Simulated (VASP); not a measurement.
# Mo (Im-3m) in VASP: elastic constants with PBE

Aim: the elastic constants of Mo with PBE.

All numbers are computed with VASP 6.6.1; they aren't measurements. Logs are shortened: lines on timing, memory, paths and dates and some standing lists are left out, and cuts for length are marked.

## 1. The crystal as given

The structure is cubic, space group Im-3m (No. 229). The conventional cell has a = 3.162 Å, b = 3.162 Å, c = 3.162 Å, α = 90.00°, β = 90.00°, γ = 90.00°. Mo (site symmetry m-3m) has 8 Mo at 2.74 Å as nearest neighbours.

The cell was built by a generator and needn't be a form met in nature.

## 2. Elastic constants, PBE

The input, POSCAR:

```
Mo
1.0
   -1.5808465912      1.5808465912      1.5808465912
    1.5808465912     -1.5808465912      1.5808465912
    1.5808465912      1.5808465912     -1.5808465912
  Mo
     1
Direct
     0.0000000000000000    0.0000000000000000    0.0000000000000000
```

The input, INCAR.step1:

```
PREC = Accurate ; ENCUT = 600
EDIFF = 1E-8 ; ISMEAR = 1
SIGMA = 0.2 ; LREAL = False
LASPH = True ; NELM = 60
ALGO = Normal ; ISIF = 3
LWAVE = False ; LCHARG = False
GGA = PE ; KPAR = 4
IBRION = 2 ; NSW = 40
EDIFFG = -0.002
```

The input, INCAR.step2:

```
PREC = Accurate ; ENCUT = 600
EDIFF = 1E-8 ; ISMEAR = 1
SIGMA = 0.2 ; LREAL = False
LASPH = True ; NELM = 60
ALGO = Normal ; ISIF = 3
LWAVE = False ; LCHARG = False
GGA = PE ; KPAR = 4
IBRION = 6 ; NFREE = 2
POTIM = 0.015 ; NSW = 1
```

The input, KPOINTS:

```
Automatic mesh
0
Gamma
  16 16 16
```

Potentials or basis: VASP PAW PBE potentials, release 64 (Mo_sv).

Run with:

```bash
$ cat potpaw_PBE.64/Mo_sv/POTCAR > POTCAR
$ cp INCAR.step1 INCAR
$ mpirun -np 4 vasp_std > vasp.out
$ cp CONTCAR POSCAR
$ cp INCAR.step2 INCAR
$ mpirun -np 4 vasp_std > vasp.out
```

OUTCAR:

```text
PREC = Accurate
   ENCUT = 600
   EDIFF = 1E-8
   ISMEAR = 1
   LREAL = False
   LASPH = True
   NELM = 60
   ISIF = 3
   GGA = PE
   IBRION = 6
   NFREE = 2
   POTIM = 0.015
   NSW = 1

 ion  position               nearest neighbor table
   1  0.000  0.000  0.000-

  LATTYP: Found a body centered cubic cell.
 ALAT       =     3.1616931824

  Lattice vectors:

 A1 = (  -1.5808465912,   1.5808465912,   1.5808465912)
 A2 = (   1.5808465912,  -1.5808465912,   1.5808465912)
 A3 = (   1.5808465912,   1.5808465912,  -1.5808465912)

Analysis of symmetry for initial positions (statically):
=====================================================================
 Subroutine PRICEL returns:
 Original cell was already a primitive cell.

 Routine SETGRP: Setting up the symmetry group for a
 body centered cubic supercell.

 Subroutine GETGRP returns: Found 48 space group operations
 (whereof 48 operations were pure point group operations)
 out of a pool of 48 trial point group operations.

The static configuration has the point symmetry O_h .

Analysis of symmetry for dynamics (positions and initial velocities):
=====================================================================
 Subroutine PRICEL returns:
 Original cell was already a primitive cell.

 Routine SETGRP: Setting up the symmetry group for a
 body centered cubic supercell.

 Subroutine GETGRP returns: Found 48 space group operations
 (whereof 48 operations were pure point group operations)
 out of a pool of 48 trial point group operations.

The dynamic configuration has the point symmetry O_h .

 Subroutine INISYM returns: Found 48 space group operations
 (whereof 48 operations are pure point group operations),
 and found     1 'primitive' translations

----------------------------------------------------------------------------------------

                                     Primitive cell

  volume of cell :      15.8026
[... 340 lines left out ...]
      6      11.0795      2.00000
      7      11.0795      2.00000
      8      11.0795      2.00000
      9      14.0645     -0.00000
     10      14.0645     -0.00000
     11      27.2343      0.00000
[... 309 lines left out ...]
 k-point    24 :       0.2500    0.1875    0.0000
  band No.  band energies     occupation
      1     -48.6306      2.00000
      2     -23.2074      2.00000
      3     -22.5855      2.00000
      4     -22.2632      2.00000
      5       8.2850      2.00000
      6       9.5467      2.00000
      7      10.6239      2.00000
      8      13.5019     -0.00000
      9      14.8059     -0.00000
     10      16.9796      0.00000
     11      25.5430      0.00000

 [... further k-points ...]

------------------------ aborting loop because EDIFF is reached ----------------------------------------

  FORCE on cell =-STRESS in cart. coord.  units (eV):
  Direction    XX          YY          ZZ          XY          YZ          ZX
  --------------------------------------------------------------------------------------
  -------------------------------------------------------------------------------------
  Total        0.0010723      0.0010723      0.0010723     -0.0000000      0.0000000      0.0000000
  in kB        0.1087201      0.1087201      0.1087201     -0.0000000      0.0000000      0.0000000
  external PRESSURE =       0.1087201 kB  Pullay stress =       0.0000000 kB
[... 16 lines left out ...]
  FREE ENERGIE OF THE ION-ELECTRON SYSTEM (eV)
  ---------------------------------------------------
  free  energy   TOTEN  =       -10.9396488891 eV

  energy  without entropy=      -10.9408310566  energy(sigma->0) =      -10.94004294

 INTERNAL STRAIN TENSORS FROM STRAINED CELLS
 ============================================

 INTERNAL STRAIN TENSOR FOR ION    1 for displacements in x,y,z  (eV/Angst):
          X           Y           Z          XY          YZ          ZX
  --------------------------------------------------------------------------------
  x    -0.00000    -0.00000     0.00000    -0.00000    -0.00000     0.00000
  y    -0.00000     0.00000    -0.00000    -0.00000     0.00000     0.00000
  z     0.00000    -0.00000    -0.00000    -0.00000    -0.00000    -0.00000

 INTERNAL STRAIN TENSORS FROM DISPLACED ATOMS
 ============================================

 INTERNAL STRAIN TENSOR FOR ION    1 for displacements in x,y,z  (eV/Angst):
          X           Y           Z          XY          YZ          ZX
  --------------------------------------------------------------------------------
  x     0.00000     0.00000     0.00000     0.00000     0.00000     0.00000
  y     0.00000     0.00000     0.00000     0.00000     0.00000     0.00000
  z     0.00000     0.00000     0.00000     0.00000     0.00000     0.00000

 Eigenvectors and eigenvalues of the dynamical matrix
 ----------------------------------------------------

   1 f/i=    0.000000 THz     0.000000 2PiTHz    0.000000 cm-1     0.000000 meV
             X         Y         Z           dx          dy          dz
      0.000000  0.000000  0.000000     0.813733    0.581238    0.000000

   2 f/i=    0.000000 THz     0.000000 2PiTHz    0.000000 cm-1     0.000000 meV
             X         Y         Z           dx          dy          dz
      0.000000  0.000000  0.000000     0.581238   -0.813733    0.000000

   3 f/i=    0.000000 THz     0.000000 2PiTHz    0.000000 cm-1     0.000000 meV
             X         Y         Z           dx          dy          dz
      0.000000  0.000000  0.000000     0.000000    0.000000    1.000000

--------------------------------------------------------------------------------------------------------

 ELASTIC MODULI CONTR FROM IONIC RELAXATION (kBar)
 Direction    XX          YY          ZZ          XY          YZ          ZX
 --------------------------------------------------------------------------------
 XX           0.0000      0.0000      0.0000      0.0000      0.0000      0.0000
 YY           0.0000      0.0000      0.0000      0.0000      0.0000      0.0000
 ZZ           0.0000      0.0000      0.0000      0.0000      0.0000      0.0000
 XY           0.0000      0.0000      0.0000      0.0000      0.0000      0.0000
 YZ           0.0000      0.0000      0.0000      0.0000      0.0000      0.0000
 ZX           0.0000      0.0000      0.0000      0.0000      0.0000      0.0000
 --------------------------------------------------------------------------------

 TOTAL ELASTIC MODULI (kBar)
 Direction    XX          YY          ZZ          XY          YZ          ZX
 --------------------------------------------------------------------------------
 XX        4730.5134   1534.6579   1534.6579      0.0000      0.0000     -0.0000
 YY        1534.6579   4730.5134   1534.6579      0.0000      0.0000     -0.0000
 ZZ        1534.6579   1534.6579   4730.5134      0.0000      0.0000     -0.0000
 XY           0.0000      0.0000      0.0000   1040.4178      0.0000      0.0000
 YZ           0.0000      0.0000      0.0000      0.0000   1040.4178      0.0000
 ZX          -0.0000     -0.0000     -0.0000      0.0000      0.0000   1040.4178
 --------------------------------------------------------------------------------
```

OUTCAR.step1:

```text
PREC = Accurate
   ENCUT = 600
   EDIFF = 1E-8
   ISMEAR = 1
   LREAL = False
   LASPH = True
   NELM = 60
[... 559 lines left out ...]
      0.00000      0.00000      0.00000         0.000000      0.000000     -0.000000
 -----------------------------------------------------------------------------------
    total drift:                               -0.000000      0.000000      0.000000

  FREE ENERGIE OF THE ION-ELECTRON SYSTEM (eV)
  ---------------------------------------------------
  free  energy   TOTEN  =       -10.9396501318 eV

  energy  without entropy=      -10.9408322995  energy(sigma->0) =      -10.94004419

 reached required accuracy - stopping structural energy minimisation
```

OSZICAR.step1:

```text
N       E                     dE             d eps       ncg     rms          rms(c)
DAV:   1     0.102700057898E+03    0.10270E+03   -0.89430E+03  3190   0.145E+03
DAV:   2    -0.997921863218E+01   -0.11268E+03   -0.10892E+03  3475   0.364E+02
DAV:   3    -0.116042600716E+02   -0.16250E+01   -0.16088E+01  3687   0.435E+01
DAV:   4    -0.116089325564E+02   -0.46725E-02   -0.46721E-02  3478   0.269E+00
DAV:   5    -0.116089568311E+02   -0.24275E-04   -0.24274E-04  3733   0.195E-01    0.144E+01
DAV:   6    -0.110204880131E+02    0.58847E+00   -0.10540E+00  3466   0.124E+01    0.382E+00
DAV:   7    -0.109430472719E+02    0.77441E-01   -0.21035E-01  3698   0.517E+00    0.968E-01
DAV:   8    -0.109395886969E+02    0.34586E-02   -0.42464E-03  3352   0.960E-01    0.171E-01
DAV:   9    -0.109396415182E+02   -0.52821E-04   -0.16182E-04  3718   0.173E-01    0.692E-02
DAV:  10    -0.109396502890E+02   -0.87708E-05   -0.12669E-05  3445   0.482E-02    0.707E-03
DAV:  11    -0.109396503025E+02   -0.13494E-07   -0.43789E-07  3795   0.726E-03    0.103E-03
DAV:  12    -0.109396501110E+02    0.19148E-06   -0.11846E-08  2302   0.149E-03    0.177E-04
DAV:  13    -0.109396501262E+02   -0.15176E-07   -0.44293E-10  1919   0.309E-04    0.231E-05
DAV:  14    -0.109396501318E+02   -0.56114E-08   -0.38977E-11  1784   0.978E-05
   1 F= -.10939650E+02 E0= -.10940044E+02  d E =-.109397E+02
```

It took 3.2 min on 4 MPI ranks of Intel Xeon Platinum 8488C (Sapphire Rapids), shared host; peak memory 0.48 GiB.

What came out:

| Item | Value |
| --- | --- |
| Elastic constants C11, C12, C44 | 473, 153, 104 GPa |
| Voigt bulk modulus | 260 GPa |

Elastic tensor in Voigt notation (GPa, in the Cartesian axes of the cell as first typed):
```
473 153 153   0   0   0
153 473 153   0   0   0
153 153 473   0   0   0
  0   0   0 104   0   0
  0   0   0   0 104   0
  0   0   0   0   0 104
```

Clamped-ion elastic tensor (GPa):
```
473 153 153   0   0   0
153 473 153   0   0   0
153 153 473   0   0   0
  0   0   0 104   0   0
  0   0   0   0 104   0
  0   0   0   0   0 104
```
